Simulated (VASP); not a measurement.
A run of VASP 6.6.1 is set up as follows.

Contents of INCAR:

```
  PREC = Accurate
  ENCUT = 600
  EDIFF = 1E-7
  ISMEAR = 0
  SIGMA = 0.02
  LREAL = F
  LASPH = T
  NELM = 100
  ALGO = Normal
  ISIF = 3
  LWAVE = F
  LCHARG = F
  METAGGA = R2SCAN
  LMIXTAU = T
  IBRION = 2
  NSW = 90
  EDIFFG = -0.005
```

File KPOINTS:

```
Automatic mesh
0
Gamma
  8 8 8
```

POSCAR

```
AlAs
1.0
    0.0000000000      2.8379008000      2.8379008000
    2.8379008000      0.0000000000      2.8379008000
    2.8379008000      2.8379008000      0.0000000000
Al As
1 1
Direct
    0.0000000000      0.0000000000      0.0000000000
    0.2500000000      0.2500000000      0.2500000000
```

Potentials or basis: VASP PAW PBE potentials, release 64 (Al, As).

Command:

```sh
$ cat potpaw_PBE.64/Al/POTCAR potpaw_PBE.64/As/POTCAR > POTCAR
$ mpirun -np 1 vasp_std > vasp.out
```

Task: Predict the band gap on the k mesh.

Result: 1.81 eV, indirect (least direct gap 2.63 eV).

Task: Predict the relaxed volume.

Result: 22.88 Å³/atom.

Task: Predict the space group after relaxing (to 0.05 Å).

Result: F-43m (No. 216).

Final structure:
```xyz
2
Lattice="0.0000 2.8387 2.8387 2.8387 0.0000 2.8387 2.8387 2.8387 0.0000" Properties=species:S:1:pos:R:3 pbc="T T T"
Al    0.0000    0.0000    0.0000
As    1.4194    1.4194    1.4194
```

Caveat: the PAW data sets were made with another functional, which shifts forces and pressure a little. r2SCAN opens gaps a little over a GGA but as a rule still falls short of measured ones.
